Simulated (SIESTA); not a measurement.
Crystal: Pt.

```
Pt
1.0
     0.00000    1.96090    1.96090
     1.96090    0.00000    1.96090
     1.96090    1.96090    0.00000
Pt
1
Direct
  0.00000 0.00000 0.00000
```

- Program: SIESTA 5.4.2
- Task: single point
- Functional: PBEsol
- Potentials or basis: PseudoDojo 0.4 standard (PBEsol files)
- Basis: DZP (energy shift 0.003 Ry; two zetas on semicore shells)
- Grid cutoff: 800 Ry
- Energy shift: 0.003 Ry
- k mesh: 12 × 12 × 12
- Occupations: fermi-dirac, width 0.05 eV
- Spin: no spin polarisation

On this cell: pressure 1.8 GPa; band gap on the k mesh none (metal or under the smearing width).

The same run follows on a disturbed copy (cell strained at random at fixed volume):

```
Pt
1.0
    -0.01330    1.93575    1.94453
     1.97104    0.00303    1.92819
     2.00088    1.94926   -0.02681
Pt
1
Direct
  0.98674 0.01995 0.00694
```

Q: What changes?

A: The energy (extrapolated to zero smearing) moves by +3.1 meV/atom; pressure 1.8 GPa; band gap on the k mesh none (metal or under the smearing width).

Stress tensor (GPa, compression positive):
```
 0.80 -0.73  1.86
-0.73  2.39  0.79
 1.86  0.79  2.33
```

Caveats: short orbitals over semicore shells can move pressures by several GPa; the basis of atomic orbitals isn't converged, which shifts pressures, moduli and gaps.
